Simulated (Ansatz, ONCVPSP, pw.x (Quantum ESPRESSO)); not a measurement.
**iron (Fe): does the ONCV potential hold in the solid?**

Fe (Z = 26), optimised norm-conserving Vanderbilt (ONCV), made with ONCVPSP 4.0.1.1 (patched build) (PBE, scalar-relativistic). Core [Ne], reference 3s2 3p6 3d7 4s1. Waves: 3s+4s: rc 1.46 bohr, ncon 4, nbas 7, qcut 11.5 1/bohr, 2 projectors; 3p: rc 1.60 bohr, ncon 4, nbas 8, qcut 8.9 1/bohr, 1 projector; 3d: rc 1.92 bohr, ncon 4, nbas 9, qcut 9.9 1/bohr, 2 projectors, debl 3 Ha; f scattering state at 0.06 Ha: rc 1.54 bohr, ncon 4, nbas 7, qcut 10.4 1/bohr, 1 projector. Local part: polynomial inside 1.40 bohr (lpopt 5, dvloc0 0 Ha). Core correction: Teter function, fcfact 4, rcfact 1.3.

Atomic tests: cutoffs needed: 36 Ha and 44 Ha (the cutoffs (Ha) at which the residual kinetic energy of the hardest occupied pseudo-wave falls to 1 and 0.1 mHa per electron); ghost test: no bound ghost flagged; no localised positive-energy state flagged; largest excitation error: +54 meV (all-electron minus pseudo) for 3s2 3p6 3d6 4s2, out of 4 test configurations.

Crystal test: bcc Fe in pw.x 7.5, no spin, 17³ k-points, Fermi–Dirac smearing 0.01 Ry, cutoffs 105/420 Ry. The reference is all-electron LAPW (Ansatz 0.2.0) with the same functional, mesh and smearing; V0 and B0 come from Birch–Murnaghan fits to the pressures at five volumes. Errors are pseudo minus all-electron; Δ is the rms difference of the E(V) curves that follow from these fits, minima aligned, over ±6 % about the mean V0. Mesh and smearing are coarse, so the numbers serve the comparison and aren't converged zero-temperature values; the lattice is a test structure that the element need not adopt. Spin polarisation and strong correlation are left out, which matters for this element.

| V (Å³/atom) | P all-electron (GPa) | P pseudo (GPa) |
| --- | --- | --- |
| 10.018 | 15.66 | 20.27 |
| 10.281 | 7.54 | 11.72 |
| 10.545 | 0.48 | 4.31 |
| 10.809 | -5.65 | -2.17 |
| 11.072 | -10.97 | -7.79 |

All-electron: a0 = 2.765 Å (V0 = 10.56 Å³/atom), B0 = 260.5 GPa.

Pseudopotential: mean pressure error (GPa): +3.85; a0 (Å): 2.778; a0 error (%): +0.48; B0 error (%): -1.3; Δ (meV/atom): 8.6.

**Question.** At the middle volume, how do free energy and pressure move when the wave cutoff is lowered (ecutrho kept at four times it)?

**Answer.**

```tsv
cutoff (Ry)	shift of F (meV/atom)	shift of P (GPa)
47	+5491.2	-418.64
63	+337.0	-38.56
84	+11.7	-1.42
```

The run at the middle volume (165 k-points, 10 iterations) took about 35 s on one core of a shared host (Neoverse-V2, 96 threads, 742 GiB, load 18).
